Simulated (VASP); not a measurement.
VASP 6.6.1, PBE single-point calculation, CaO (strained rocksalt)

INCAR

```
ISIF = 2
NSW = 0
IBRION = -1
NELM = 120
ISMEAR = -1
LWAVE = .FALSE.
PREC = Accurate
GGA = PE
EDIFF = 1E-7
SIGMA = 0.02
LCHARG = .FALSE.
LREAL = .FALSE.
ENCUT = 520
LASPH = .TRUE.
NBANDS = 15
```

KPOINTS

```
KPOINTS created by Atomic Simulation Environment
0
Gamma
10 10 10
0 0 0
```

KPOINTS_OPT

```
special points
7
Reciprocal
0.0000000000 0.0000000000 0.0000000000 1
0.5000000000 0.0000000000 0.5000000000 1
0.6250000000 0.2500000000 0.6250000000 1
0.3750000000 0.3750000000 0.7500000000 1
0.5000000000 0.5000000000 0.5000000000 1
0.5000000000 0.2500000000 0.7500000000 1
0.0000000000 0.5000000000 0.5000000000 1
```

POSCAR

```
Ca O
 1.0000000000000000
     0.0000000000000000    2.3016481089999998    2.4512514325999999
     2.3016481089999998    0.0000000000000000    2.4512514325999999
     2.3016481089999998    2.3016481089999998    0.0000000000000000
 Ca  O
   1   1
Cartesian
  0.0000000000000000  0.0000000000000000  0.0000000000000000
  2.3016481089999998  2.3016481089999998  2.4512514325999994
```

VASP ran with the recommended PBE PAW datasets (16 valence electrons in the cell).

Command

```
mpirun -np 1 vasp_std
```

OSZICAR

```
N       E                     dE             d eps       ncg     rms          rms(c)
DAV:   1     0.123047821250E+03    0.12305E+03   -0.84369E+03  3067   0.110E+03
DAV:   2    -0.936156208949E+01   -0.13241E+03   -0.12316E+03  3760   0.291E+02
DAV:   3    -0.142964375883E+02   -0.49349E+01   -0.49042E+01  3643   0.584E+01
DAV:   4    -0.144365520393E+02   -0.14011E+00   -0.14002E+00  4325   0.882E+00
DAV:   5    -0.144386272095E+02   -0.20752E-02   -0.20751E-02  3622   0.911E-01    0.864E+00
DAV:   6    -0.127472145465E+02    0.16914E+01   -0.49316E+00  3502   0.223E+01    0.342E+00
DAV:   7    -0.126849382690E+02    0.62276E-01   -0.38929E-01  3537   0.663E+00    0.178E+00
DAV:   8    -0.126814595039E+02    0.34788E-02   -0.74509E-02  4005   0.292E+00    0.416E-01
DAV:   9    -0.126797618409E+02    0.16977E-02   -0.50199E-03  3172   0.638E-01    0.107E-01
DAV:  10    -0.126803809276E+02   -0.61909E-03   -0.76861E-04  3713   0.248E-01    0.374E-02
DAV:  11    -0.126803548902E+02    0.26037E-04   -0.73534E-05  3751   0.946E-02    0.121E-02
DAV:  12    -0.126803533224E+02    0.15678E-05   -0.91440E-06  3599   0.363E-02    0.134E-03
DAV:  13    -0.126803532474E+02    0.75095E-07   -0.58575E-07  3732   0.760E-03
   1 F= -.12680353E+02 E0= -.12680353E+02  d E =-.256959E-11
       N       E                     dE             ncg
DAV:   1     0.148655426293E+04   -0.43680E+04      210
DAV:   2     0.619593045589E+03   -0.86696E+03      259
DAV:   3     0.591851125575E+03   -0.27742E+02      231
DAV:   4     0.591275685112E+03   -0.57544E+00      328
DAV:   5     0.591273063897E+03   -0.26212E-02      217
DAV:   6     0.591273030506E+03   -0.33391E-04      288
DAV:   7     0.591273029873E+03   -0.63329E-06      208
DAV:   8     0.591273029861E+03   -0.12039E-07      210
```

From OUTCAR

```
k-points           NKPTS =    102   k-points in BZ     NKDIM =    102   number of bands    NBANDS=     15

   NELECT =      16.0000    total number of electrons

   dimension x,y,z NGX =    28 NGY =   28 NGZ =   24
   dimension x,y,z NGXF=    56 NGYF=   56 NGZF=   48

  energy-cutoff  :      520.00
  volume of cell :       25.97
      direct lattice vectors                 reciprocal lattice vectors
     0.000000000  2.301648109  2.451251433    -0.217235640  0.217235640  0.203977443
     2.301648109  0.000000000  2.451251433     0.217235640 -0.217235640  0.203977443
     2.301648109  2.301648109  0.000000000     0.217235640  0.217235640 -0.203977443

 k-points in reciprocal lattice and weights: KPOINTS created by Atomic Simulation Env
   0.00000000  0.00000000  0.00000000       0.001
   0.10000000  0.00000000  0.00000000       0.008
   0.20000000  0.00000000  0.00000000       0.008
   0.30000000 -0.00000000  0.00000000       0.008
   0.40000000 -0.00000000  0.00000000       0.008
   0.50000000  0.00000000  0.00000000       0.004
   0.10000000  0.10000000  0.00000000       0.002
   0.20000000  0.10000000  0.00000000       0.008
   ...

 E-fermi :   3.2163

 k-point     1 :       0.0000    0.0000    0.0000
  band No.  band energies     occupation
      1     -34.6110      2.00000
      2     -15.3533      2.00000
      3     -15.3067      2.00000
      4     -15.3067      2.00000
      5     -12.9285      2.00000
      6       2.6235      2.00000
      7       2.8076      2.00000
      8       2.8076      2.00000
      9       7.8269      0.00000
     10       8.8371      0.00000
     11       9.3085      0.00000
     12       9.3085      0.00000
     13      10.6770      0.00000
     14      11.0625      0.00000
     15      18.2749      0.00000

 k-point     2 :       0.1000    0.0000    0.0000
  band No.  band energies     occupation
      1     -34.5978      2.00000
      2     -15.5279      2.00000
      3     -15.3512      2.00000
      4     -15.3086      2.00000
      5     -12.7138      2.00000
      6       2.3412      2.00000
      7       2.5621      2.00000
      8       2.6408      2.00000
      9       8.2775      0.00000
     10       8.9730      0.00000
     11       9.3452      0.00000
     12       9.4788      0.00000
     13      10.9491      0.00000
     14      11.3459      0.00000
     15      18.7186      0.00000

 k-point     3 :       0.2000    0.0000    0.0000
  band No.  band energies     occupation
      1     -34.5629      2.00000
      2     -15.9647      2.00000
      3     -15.3794      2.00000
      4     -15.3136      2.00000
      5     -12.2591      2.00000
      6       1.5558      2.00000
      7       2.1697      2.00000
      8       2.2432      2.00000
      9       9.0827      0.00000
     10       9.3847      0.00000
     11       9.7683      0.00000
     12       9.9512      0.00000
     13      11.6466      0.00000
     14      12.0729      0.00000
     15      19.4065      0.00000

 k-point     4 :       0.3000   -0.0000    0.0000
  band No.  band energies     occupation
      1     -34.5195      2.00000
      2     -16.3934      2.00000
      3     -15.4124      2.00000
      4     -15.3197      2.00000
      5     -11.8066      2.00000
      6       0.7357      2.00000
      7       1.7687      2.00000
      8       1.8109      2.00000
      9       9.3978      0.00000
     10      10.4637      0.00000
     11      10.5881      0.00000
     12      10.6047      0.00000
     13      12.4891      0.00000
     14      12.9790      0.00000
     15      19.0172      0.00000

 k-point     5 :       0.4000   -0.0000    0.0000
  band No.  band energies     occupation
      1     -34.4840      2.00000
      2     -16.6899      2.00000
      3     -15.4387      2.00000
      4     -15.3245      2.00000
      5     -11.4879      2.00000
      6       0.1511      2.00000
      7       1.4799      2.00000
      8       1.4965      2.00000
      9       9.8472      0.00000
     10      11.2075      0.00000
     11      11.2106      0.00000
     12      11.4595      0.00000
     13      13.1402      0.00000
     14      13.7750      0.00000
     15      18.2054      0.00000

 k-point     6 :       0.5000    0.0000    0.0000
  band No.  band energies     occupation
      1     -34.4703      2.00000
      2     -16.7949      2.00000
      3     -15.4487      2.00000
      4     -15.3263      2.00000
      5     -11.3734      2.00000
      6      -0.0592      2.00000
      7       1.3760      2.00000
      8       1.3831      2.00000
      9      10.1033      0.00000
     10      11.4656      0.00000
     11      11.5415      0.00000
     12      11.7390      0.00000
     13      13.3747      0.00000
     14      14.1174      0.00000
     15      17.9380      0.00000

 k-point     7 :       0.1000    0.1000    0.0000
  band No.  band energies     occupation
      1     -34.5960      2.00000
      2     -15.5160      2.00000
      3     -15.3292      2.00000
      4     -15.3292      2.00000
      5     -12.7579      2.00000
      6       2.0501      2.00000
      7       2.7463      2.00000
      8       2.7463      2.00000
      9       8.5267      0.00000
     10       8.5667      0.00000
     11       9.6565      0.00000
     12       9.6565      0.00000
     13      10.9966      0.00000
     14      11.1480      0.00000
     15      18.8472      0.00000

 k-point     8 :       0.2000    0.1000    0.0000
  band No.  band energies     occupation
      1     -34.5705      2.00000
      2     -15.7879      2.00000
      3     -15.3649      2.00000
      4     -15.3493      2.00000
      5     -12.4778      2.00000
      6       1.5227      2.00000
      7       2.4609      2.00000
      8       2.5442      2.00000
      9       8.4329      0.00000
     10       9.4338      0.00000
     11      10.0192      0.00000
     12      10.1192      0.00000
     13      11.5022      0.00000
     14      11.5229      0.00000
     15      19.5588      0.00000

 k-point     9 :       0.3000    0.1000    0.0000
  band No.  band energies     occupation
      1     -34.5308      2.00000
      2     -16.1799      2.00000
      3     -15.4126      2.00000
      4     -15.3613      2.00000
      5     -12.0714      2.00000
      6       0.9470      2.00000
      7       1.9557      2.00000
      8       2.1534      2.00000
      9       8.7202      0.00000
     10      10.3870      0.00000
     11      10.6823      0.00000
     12      10.7480      0.00000
     13      12.2645      0.00000
     14      12.2684      0.00000
     15      19.4860      0.00000

 k-point    10 :       0.4000    0.1000    0.0000
  band No.  band energies     occupation
      1     -34.4919      2.00000
      2     -16.5181      2.00000
      3     -15.4628      2.00000
      4     -15.3605      2.00000
      5     -11.7068      2.00000
      6       0.4336      2.00000
      7       1.5560      2.00000
      8       1.7542      2.00000
      9       9.3266      0.00000
     10      10.7391      0.00000
     11      11.3250      0.00000
     12      11.7860      0.00000
     13      12.9871      0.00000
     14      13.1855      0.00000
     15      18.4108      0.00000

 k-point    11 :       0.5000    0.1000    0.0000
  band No.  band energies     occupation
      1     -34.4688      2.00000
      2     -16.7111      2.00000
      3     -15.5001      2.00000
      4     -15.3472      2.00000
      5     -11.4803      2.00000
      6       0.1218      2.00000
      7       1.3878      2.00000
      8       1.4813      2.00000
      9       9.9910      0.00000
     10      10.7819      0.00000
     11      11.5655      0.00000
     12      12.2290      0.00000
     13      13.6165      0.00000
     14      13.9119      0.00000
     15      17.8383      0.00000

 k-point    12 :      -0.4000    0.1000    0.0000
  band No.  band energies     occupation
      1     -34.4706      2.00000
      2     -16.7195      2.00000
      3     -15.5118      2.00000
      4     -15.3267      2.00000
      5     -11.4453      2.00000
      6       0.1276      2.00000
      7       1.4067      2.00000
      8       1.4549      2.00000
      9       9.9218      0.00000
     10      10.8811      0.00000
     11      11.3157      0.00000
     12      11.8351      0.00000
     13      13.8192      0.00000
     14      14.0771      0.00000
     15      17.9681      0.00000

 k-point    13 :      -0.3000    0.1000    0.0000
  band No.  band energies     occupation
      1     -34.4967      2.00000
      2     -16.5425      2.00000
      3     -15.4940      2.00000
      4     -15.3067      2.00000
      5     -11.6142      2.00000
      6       0.4777      2.00000
      7       1.5486      2.00000
      8       1.7192      2.00000
      9       9.4135      0.00000
     10      10.4265      0.00000
     11      10.7231      0.00000
     12      11.2756      0.00000
     13      13.2173      0.00000
     14      13.6469      0.00000
     15      18.6728      0.00000

 ...

  Total        2.7193581      2.7193581      0.5277672      0.0000000      0.0000000      0.0000000
  in kB      167.7572395    167.7572395     32.5579649      0.0000000      0.0000000      0.0000000
  external PRESSURE =     122.6908146 kB  Pullay stress =       0.0000000 kB

 POSITION                                       TOTAL-FORCE (eV/Angst)
 -----------------------------------------------------------------------------------
      0.00000      0.00000      0.00000        -0.000000     -0.000000     -0.000000
      2.30165      2.30165      2.45125         0.000000      0.000000      0.000000
 -----------------------------------------------------------------------------------
    total drift:                                0.000000      0.000000      0.000000

  FREE ENERGIE OF THE ION-ELECTRON SYSTEM (eV)
  ---------------------------------------------------
  free  energy   TOTEN  =       -12.6803532474 eV

  energy  without entropy=      -12.6803532474  energy(sigma->0) =      -12.68035325
```

```
gap between bands v and c : 3.50 eV
least direct gap          : 3.88 eV
pressure                  : 12.3 GPa
```

Band v is the last that the valence electrons fill when counted band by band, and c is the next.

The run took about 25 s on one core of a shared host (Intel Xeon Platinum 8488C) and held 0.19 GiB at most.
